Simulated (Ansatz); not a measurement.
Here is an Ansatz 0.2.0 calculation.

input.yaml

```yaml
crystal:
  lattice:
    - [1.6080291515, 0.9283960635, 2.44928741]
    - [-1.6080291515, 0.9283960635, 2.44928741]
    - [0.0, -1.856792127, 2.44928741]
  atoms:
    - { symbol: Cd, position: [0.0, 0.0, 0.0] }
kpoints:
  mp_grid: { grid: [10, 10, 10] }
scf:
  occupations: { method: gaussian, width: 0.05 }
hamiltonian:
  xc: pbesol
  pseudopotentials: { kind: all_electron, lapw: { basis_error: 0.001 } }
output:
  forces: true
  stress: true
  eigenvalues: true
```

Potentials or basis: all-electron LAPW, scalar-relativistic.

The run is started by

```bash
$ ansatz run input.yaml --threads 1 --pin off --max-ram 3072MiB --backend cpu --events-out ev --progress --plain --runs-dir out
```

(1) What does it give for the band gap on the k mesh?

(2) Predict the pressure.

## Answers

(1) none (metal or under the smearing width).

(2) -2.2 GPa.
